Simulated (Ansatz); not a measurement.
A run of Ansatz 0.2.0:

The input input.yaml:

```yaml
crystal:
  lattice:
    - [3.811, 0.0, 0.0]
    - [-1.9055, 3.3004228138, 0.0]
    - [0.0, 0.0, 6.136]
  atoms:
    - { symbol: Sn, position: [0.0, 0.0, 0.0] }
    - { symbol: Se, position: [0.6666666667, 0.3333333333, 0.751] }
    - { symbol: Se, position: [0.3333333333, 0.6666666667, 0.249] }
kpoints:
  mp_grid: { grid: [8, 8, 5] }
  band_path:
    path:
      - [0.0, 0.0, 0.0]
      - [0.5, 0.0, 0.0]
      - [0.3333333333, 0.3333333333, 0.0]
      - [0.0, 0.0, 0.0]
      - [0.0, 0.0, 0.5]
      - [0.5, 0.0, 0.5]
      - [0.3333333333, 0.3333333333, 0.5]
      - [0.0, 0.0, 0.5]
    npoints: 12
scf:
  occupations: { method: fermi_dirac, width: 0.05 }
hamiltonian:
  xc: pbesol
  pseudopotentials: { kind: all_electron, lapw: { basis_error: 0.002 } }
output:
  forces: true
  stress: true
  eigenvalues: true
```

Potentials or basis: all-electron LAPW, scalar-relativistic.

Command:

```bash
$ ansatz run input.yaml --threads 2 --pin off --max-ram 8192MiB --backend cpu --events-out ev --progress --plain --runs-dir out
```

Hardware: 2 threads of Intel(R) Xeon(R) 6975P-C (Granite Rapids), on a shared host.

Problem. Estimate the wall time of this run.

Solution. Run time: 11 s on 2 threads of Intel(R) Xeon(R) 6975P-C (Granite Rapids) (shared host), peak memory 0.45 GiB. Counts: scf iterations 9, plane waves 639, k points 40, bands 42.
